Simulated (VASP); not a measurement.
Here is a VASP 6.6.1 calculation.

File INCAR:

```
SYSTEM = InSe
PREC     = Accurate       ! precision mode
ENCUT    = 520            ! plane-wave cutoff, eV
EDIFF    = 1E-7           ! SCF threshold, eV
ISMEAR   = 0              ! smearing method
SIGMA    = 0.02           ! smearing width, eV
LREAL    = .FALSE.        ! projectors in reciprocal space
LASPH    = .TRUE.         ! aspherical terms in the spheres
NELM     = 100            ! most SCF steps
ALGO     = Fast           ! electronic algorithm
ISIF     = 2              ! what is computed and relaxed
LWAVE    = .FALSE.        ! write WAVECAR
LCHARG   = .TRUE.         ! write CHGCAR
GGA      = PE             ! functional
IVDW     = 12             ! dispersion correction
LELF     = .TRUE.         ! ELF
LVHAR    = .TRUE.       
NBANDS   = 27             ! bands
```

Contents of KPOINTS:

```
Automatic mesh
0
G
  12 12 12
  0 0 0
```

Contents of POSCAR:

```
InSe
1.0
    2.0184887259      1.1653750093      8.3027172705
   -2.0184887259      1.1653750093      8.3027172705
    0.0000000000     -2.3307500185      8.3027172705
In Se
2 2
Direct
   -0.0003856653     -0.0003856653     -0.0003856653
    0.1117587352      0.1117587352      0.1117587352
    0.6147242530      0.6147242530      0.6147242530
    0.8299026772      0.8299026772      0.8299026772
```

Potentials or basis: VASP PAW PBE potentials, release 64 (In_d, Se).

Run with:

```console
$ cat potpaw_PBE.64/In_d/POTCAR potpaw_PBE.64/Se/POTCAR > POTCAR
$ mpirun -np 1 vasp_std > vasp.out
```

Q: Estimate the dispersion energy per atom.

A: -0.300 eV.

Q: Estimate the largest force.

A: 0.015 eV/Å.

Q: Estimate the pressure.

A: 0.0 GPa.

Forces on the atoms (eV/Å):
```
In   0.000  0.000  0.014
In   0.000  0.000 -0.014
Se   0.000  0.000 -0.015
Se   0.000  0.000  0.015
```

Caveat: spin-orbit coupling is left out, which moves the levels of the heavy elements.

**Experimental background.**

From “The Interaction of Hydrogen with the van der Waals Crystal γ-InSe”, 2020, pmc:7321205, for a bulk crystal of InSe at 300 K: band gap 1.25 eV.

Measured gap of InSe: 1.25 eV (300 K; “The Interaction of Hydrogen with the van der Waals Crystal γ-InSe”, 2020, pmc:7321205). This calculation gives 0.28 eV (-0.97 eV). Spin-orbit coupling on In, Se is left out. The value is that of PBE+D3(BJ) on a finite k mesh, which can miss the band edges, without temperature or zero-point motion. Semilocal functionals fall short of measured gaps as a rule.
